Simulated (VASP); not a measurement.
Re, 1 atom in the cell. It takes space group Fm-3m (No. 225, cubic). Conventional cell: a = 3.889 Å, b = 3.889 Å, c = 3.889 Å, α = 90.00°, β = 90.00°, γ = 90.00°. Re (site symmetry m-3m) has 12 Re at 2.75 Å as nearest neighbours. This isn't the form of Re at room conditions, which is hcp.

```yaml
Program: VASP 6.6.1
Task: relaxation of cell and atoms
Functional: PBE
Dispersion: D3(BJ)
Potentials_or_basis: VASP PAW PBE potentials, release 64 (Re)
Cutoff: 600 eV
k_mesh: 18 × 18 × 18
Occupations: gaussian, width 0.1 eV
Spin: no spin polarisation
Dipole_correction: no
Further_INCAR_settings: ALGO = Fast; EDIFF = 1e-06; IBRION = 2; EDIFFG = -0.002; NSW = 100; ISIF = 3
```

Potentials or basis: VASP PAW PBE potentials, release 64 (Re).

Launch:

```bash
$ cat potpaw_PBE.64/Re/POTCAR > POTCAR
$ mpirun -np 1 vasp_std > vasp.out
```

Hardware: 1 thread of Intel(R) Xeon(R) Platinum 8488C (Sapphire Rapids), on a shared host.

Task: Estimate the wall time of this run.

Result: Run time: 53 s on 1 thread of Intel(R) Xeon(R) Platinum 8488C (Sapphire Rapids), with other jobs on the host, peak memory 0.17 GiB. Counts: scf iterations 53, k points 195, ion steps 15.
